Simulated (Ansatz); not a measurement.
# P, diamond: geometry optimisation

Method: DFT, RPBE, plane waves (420 eV) with PAW, scalar-relativistic (Ansatz). The PAW files were generated under PBE, with cores re-solved for the functional.

k-point mesh 10×10×10, Fermi-Dirac smearing 0.1 eV, no spin polarisation. Cell and atoms relax.

Starting structure:

```yaml
crystal:
  lattice:
    - [0.0, 2.7391031705, 2.7391031705]
    - [2.7391031705, 0.0, 2.7391031705]
    - [2.7391031705, 2.7391031705, 0.0]
  atoms:
    - { symbol: P, position: [0.125, 0.125, 0.125] }
    - { symbol: P, position: [0.875, 0.875, 0.875] }
hamiltonian:
  xc: rpbe
  pseudopotentials:
    kind: paw
    azcp:
      P: "pseudopotentials/P.paw.azcp"
basis:
  ecutwfc: 420
  fft_grid_basis: typed
kpoints:
  mp_grid: { grid: [10, 10, 10], shift: [0, 0, 0] }
magnetization:
  spin_polarized: false
scf:
  occupations: { method: fermi_dirac, width: 0.1 }
relax:
  max_steps: 60
  f_tol: 0.01
  cell: {}
```

The pressure at the start is 1.5 GPa. By how much does the volume change?

From 20.55 to 21.27 Å³ per atom, 3.5 %. The final cell has a = 5.541 Å.

How much energy does the relaxation gain?

3.3 meV per atom.

Path of the relaxation (the plane waves are chosen anew near the end, which can shift the energy a little):

```tsv
step	E − E(final) (meV/atom)	V (Å³/atom)	P (GPa)	max force (eV/Å)
0	3.27	20.551	1.45	0.000
1	1.37	20.812	0.91	0.000
2	0.09	21.267	0.03	0.000
3	0.00	21.267	0.04	0.000
```
